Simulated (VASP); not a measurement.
Crystal: BaS.

```
Ba S
1.0
     0.00000    3.19375    3.19375
     3.19375    0.00000    3.19375
     3.19375    3.19375    0.00000
Ba S
1 1
Direct
  0.00000 0.00000 0.00000
  0.50000 0.50000 0.50000
```

Base run:

```yaml
Program: VASP 6.6.1
Functional: LDA
Potentials_or_basis: VASP PAW LDA potentials, release 64 (Ba_sv, S)
Cutoff: 520 eV
k_mesh: 8 × 8 × 8
Occupations: gaussian, width 0.02 eV
Spin: no spin polarisation
```

Its results: band gap on the k mesh 1.90 eV, indirect (least direct gap 2.04 eV).

Problem. The run is repeated on the same cell with these changes: functional from LDA to PBEsol; potentials or basis from VASP PAW LDA potentials, release 64 (Ba_sv, S) to VASP PAW PBE potentials, release 64 (Ba_sv, S). What comes out?

Solution. Band gap on the k mesh 1.98 eV, indirect (least direct gap 2.12 eV).

Caveats: spin-orbit coupling is left out, which moves the levels of the heavy elements.
